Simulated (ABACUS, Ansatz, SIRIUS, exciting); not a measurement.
## Nb: 5 runs at one level of theory

```xyz
1
Lattice="0.0000 2.1150 2.1150 2.1150 0.0000 2.1150 2.1150 2.1150 0.0000" Properties=species:S:1:pos:R:3 pbc="T T T"
Nb    0.0000    0.0000    0.0000
```

This isn't the form of Nb at room conditions, which is bcc.

Alike in all runs: task equation of state; functional PBEsol; k mesh 11 × 11 × 11; occupations fermi-dirac, width 0.05 eV; no spin polarisation; no spin-orbit coupling.

```tsv
program and potentials	plane-wave cutoff (eV)	notes	equilibrium volume (Å³/atom)	bulk modulus (GPa)
Ansatz, Ansatz PAW	420	potentials made for PBE, which Ansatz adapts in part	18.08	177.6
SIRIUS, PseudoDojo 0.4.1 PBEsol standard (scalar relativistic)	1127	-	18.10	177.6
Ansatz, all-electron LAPW, scalar-relativistic	-	-	18.08	177.7
ABACUS, PseudoDojo NC SR 0.4.1 PBEsol standard, plane waves	1116	-	18.10	177.6
exciting, all-electron LAPW+lo, shipped species files, valence relativity iora*	-	-	18.09	180.5
```

The equilibrium volume spans 18.08 (Ansatz, all-electron LAPW, scalar-relativistic) to 18.10 Å³/atom (SIRIUS, PseudoDojo 0.4.1 PBEsol standard (scalar relativistic)), with all-electron results at 18.08 to 18.09. The bulk modulus spans 177.6 (SIRIUS, PseudoDojo 0.4.1 PBEsol standard (scalar relativistic)) to 180.5 GPa (exciting, all-electron LAPW+lo, shipped species files, valence relativity iora*), with all-electron results at 177.7 to 180.5. For a metal such a mesh isn't converged, which the comparison doesn't need.

The functional is the same throughout but for its coding, so the spread measures potentials, basis and numerics; runs on potential files found faulty are left out.
